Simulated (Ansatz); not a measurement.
## BN: a sublattice moved along a line

The calculation used Ansatz, DFT LDA, scalar-relativistic, plane waves, PAW. The runs took a 420 eV cutoff, a Γ-centred 12×12×12 mesh and Gaussian smearing (0.05 eV). No spin polarisation. Energies are free energies at this smearing, counted from the undisturbed cell; pressure is positive in compression.

The starting cell (as given, not relaxed at this level; it stands at -4.2 GPa; this form isn't the usual structure):

```
CELL_PARAMETERS angstrom
0.00000 3.49532 2.16609
1.25163 0.00000 2.16609
1.25163 3.49532 0.00000
ATOMIC_POSITIONS crystal
B 0.00005 0.00005 0.99995
N 0.66665 0.66665 0.33335
```

The cell holds layers and no dispersion correction was added, so their binding is poorly described.

Every B atom is moved by x along the Cartesian unit vector (0.000, 0.000, 1.000); the cell and all other atoms stay fixed.

```csv
x (Å),ΔE (meV/cell),force along x on the moved atoms (eV/Å),pressure (GPa),gap on the mesh (eV)
-0.2000,1028.1,11.54,14.1,1.94
-0.1500,545.6,?,?,2.55
-0.1000,229.9,4.83,-0.1,3.02
-0.0500,54.8,?,-3.2,?
0.0000,0.0,0.01,-4.2,3.66
0.0500,48.4,-1.90,-3.4,4.01
0.1000,184.4,-3.49,-1.0,4.14
0.1500,?,-4.76,2.7,?
0.1750,517.4,-5.26,4.9,3.33
0.2000,654.3,-5.68,7.3,3.01
```

Task: Give the withheld values.

Result: force along x on the moved atoms (eV/Å) at x (Å) = -0.1500: 7.88; pressure (GPa) at x (Å) = -0.1500: 5.6; force along x on the moved atoms (eV/Å) at x (Å) = -0.0500: 2.24; gap on the mesh (eV) at x (Å) = -0.0500: 3.35; ΔE (meV/cell) at x (Å) = 0.1500: 392.0; gap on the mesh (eV) at x (Å) = 0.1500: 3.67.